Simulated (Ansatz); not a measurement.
## Heat of formation of C4H8 (1-butene) from total energies

C4H8: 12 atoms, total charge 0, spin state singlet. SMILES: `C=CCC`. Geometry: relaxed at PBE0-D4/def2-TZVP. This is one conformer, not always the lowest.

```xyz
12

C    -0.1028    1.9050    0.5608
C     0.3277    0.8897   -0.1743
C    -0.4460   -0.3525   -0.4655
C     0.2582   -1.6082    0.0362
H    -1.0929    1.8992    1.0071
H     0.5129    2.7783    0.7423
H     1.3300    0.9351   -0.5997
H    -1.4423   -0.2748   -0.0196
H    -0.5930   -0.4369   -1.5494
H     1.2532   -1.7046   -0.4065
H     0.3802   -1.5790    1.1213
H    -0.3083   -2.5067   -0.2188
```

Total energies at HF/6-31G* (spherical functions) (Ansatz 0.2.0); the atoms run unrestricted:

| species | state | energy (Eh) |
| --- | --- | --- |
| C4H8 | singlet | -156.104798 |
| C | triplet | -37.680577 |
| H | doublet | -0.498233 |

Harmonic wavenumbers at PBE0-D4/def2-TZVP, in cm⁻¹: 109, 231, 314, 433, 659, 794, 871, 949, 985, 1031, 1049, 1097, 1202, 1288, 1317, 1343, 1401, 1449, 1474, 1489, 1498, 1727, 3030, 3047, 3078, 3121, 3128, 3136, 3149, 3236.

Measured heats of formation of the gaseous atoms at 298.15 K, in kJ/mol: C 716.9, H 218.0. Spin-orbit lowering of the atoms at 298 K (mean of the ground term's levels less their thermal mean, from spectra), in kJ/mol: C 0.02. Take 1 Eh = 2625.50 kJ/mol, 1 cm⁻¹ = 0.0119627 kJ/mol, RT = 2.479 kJ/mol.

Problem. Work out the heat of formation of the gas at 298 K.

Solution. 
1. Electronic atomisation energy: 4 × (-37.680577) + 8 × (-0.498233) − (-156.104798) = 1.396626 Eh = 3666.8 kJ/mol.
2. Zero-point energy: half the sum of the wavenumbers, 23817.5 cm⁻¹ = 284.9 kJ/mol.
3. Thermal vibrational enthalpy, Σ hcν̃/(exp(hcν̃/kT) − 1): 6.4 kJ/mol. Translation, rotation and pV of a non-linear molecule: 4 RT = 9.9 kJ/mol.
4. The 12 free atoms carry 5/2 RT each: 74.4 kJ/mol.
5. Spin-orbit coupling lowers the free atoms by 4 × 0.02 = 0.1 kJ/mol.
6. Atomisation enthalpy at 298 K: 3666.8 − 0.1 − 284.9 − 6.4 − 9.9 + 74.4 = 3439.9 kJ/mol.
7. Sum of the atoms' heats of formation: 4611.6 kJ/mol. Heat of formation: 4611.6 − 3439.9 = +1171.7 kJ/mol.

The tabulated value is 0.0 kJ/mol (Active Thermochemical Tables), so this level is off by +1171.7 kJ/mol, or 25.4 % of the atomisation enthalpy. Hartree–Fock leaves out correlation, which is larger in the molecule than in the atoms, so it underbinds and puts the heat of formation too high. Anharmonicity and any spin-orbit splitting of the molecule are left out.
